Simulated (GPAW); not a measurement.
Crystal: Ge.

```xyz
2
Lattice="0.0000 2.8289 2.8289 2.8289 0.0000 2.8289 2.8289 2.8289 0.0000" Properties=species:S:1:pos:R:3 pbc="T T T"
Ge    4.2434    4.2434    4.2434
Ge    2.8289    2.8289    2.8289
```

Base run:

- Program: GPAW 26.7.0
- Functional: BLYP
- Potentials or basis: PAW data sets generated in the run's folder for this functional
- Cutoff: 600 eV
- Basis: pw
- k mesh: 8 × 8 × 8
- Occupations: fermi-dirac, width 0.05 eV
- Spin: no spin polarisation

Its results: pressure 7.6 GPa.

Question: The run is repeated on the same cell with these changes: functional from BLYP to PBE; cutoff from 600 eV to 450 eV; k mesh from 8 × 8 × 8 to 7 × 7 × 7. What comes out?

Answer: Pressure 3.9 GPa.

Several settings changed at once, so the effect can't be laid on one alone.

Caveats: the cutoff is short for stress and forces, so pressures can be off by a GPa or more (some runs).

Not every run made on this cell is shown here.
